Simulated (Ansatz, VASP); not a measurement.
**Two plane-wave programs on W**

```
CELL_PARAMETERS angstrom
2.78338 0.00000 0.00000
-1.39169 2.41048 0.00000
0.00000 0.00000 9.86475
ATOMIC_POSITIONS crystal
W 0.00000 0.00000 0.00000
W 0.00000 0.00000 0.50000
W 0.33333 0.66667 0.75000
W 0.66667 0.33333 0.25000
```

Alike in both runs: task relaxation of cell and atoms; functional PBE; k mesh 9 × 9 × 2; occupations gaussian, width 0.1 eV; no spin polarisation.

|  | VASP | Ansatz |
| --- | --- | --- |
| version | VASP 6.6.1 | Ansatz 0.2.0 |
| potentials or method | VASP PAW PBE potentials, release 64 (W_sv) | scalar-relativistic, plane waves, PAW |
| plane-wave cutoff (eV) | 600 | 420 |
| valence electrons in the cell | 56 | 56 |

|  | VASP | Ansatz | Ansatz less VASP |
| --- | --- | --- | --- |
| gap on the k mesh at the Fermi level, each at its own relaxed structure (eV) | none | none | - |
| relaxed volume (Å³/atom) | 16.57 | 16.52 | -0.049 |
| relaxed cell length with the largest relative difference (Å) | 9.849 | 9.836 | -0.0132 |

A gap of «none» marks a metal or a gap that the smearing closes.

Spin-orbit coupling is left out, which matters for the levels of W.
